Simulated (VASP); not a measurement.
Input of a VASP 6.6.1 run:

INCAR

```
SYSTEM = Mg2Si
  PREC = Accurate
  ENCUT = 600
  EDIFF = 1E-7
  ISMEAR = 0
  SIGMA = 0.1
  LREAL = .FALSE.
  LASPH = .TRUE.
  NELM = 60
  ALGO = Fast
  ISIF = 3
  LWAVE = .FALSE.
  LCHARG = .FALSE.
  GGA = RP
  IBRION = 2
  NSW = 90
  EDIFFG = -0.005
```

Contents of KPOINTS:

```
Automatic mesh
0
G
  10 10 10
  0 0 0
```

The input POSCAR:

```
Mg2Si
1.0
    0.0000000000      3.1698179200      3.1698179200
    3.1698179200      0.0000000000      3.1698179200
    3.1698179200      3.1698179200      0.0000000000
Mg Si
2 1
Direct
    0.2500000000      0.2500000000      0.2500000000
    0.7500000000      0.7500000000      0.7500000000
    0.0000000000      0.0000000000      0.0000000000
```

Potentials or basis: VASP PAW PBE potentials, release 64 (Mg, Si).

Run with:

```bash
$ cat potpaw_PBE.64/Mg/POTCAR potpaw_PBE.64/Si/POTCAR > POTCAR
$ mpirun -np 1 vasp_std > vasp.out
```

Task: Predict the band gap on the k mesh.

Result: 0.28 eV, indirect (least direct gap 1.81 eV).

Task: Predict the relaxed volume.

Result: 21.96 Å³/atom.

Final structure:
```
CELL_PARAMETERS angstrom
0.00000 3.20542 3.20542
3.20542 0.00000 3.20542
3.20542 3.20542 0.00000
ATOMIC_POSITIONS crystal
Mg 0.25000 0.25000 0.25000
Mg 0.75000 0.75000 0.75000
Si 0.00000 0.00000 0.00000
```

Caveat: the PAW data sets were made with another functional, which shifts forces and pressure a little. A hybrid or GW would open this gap; RPBE tends to underestimate it.
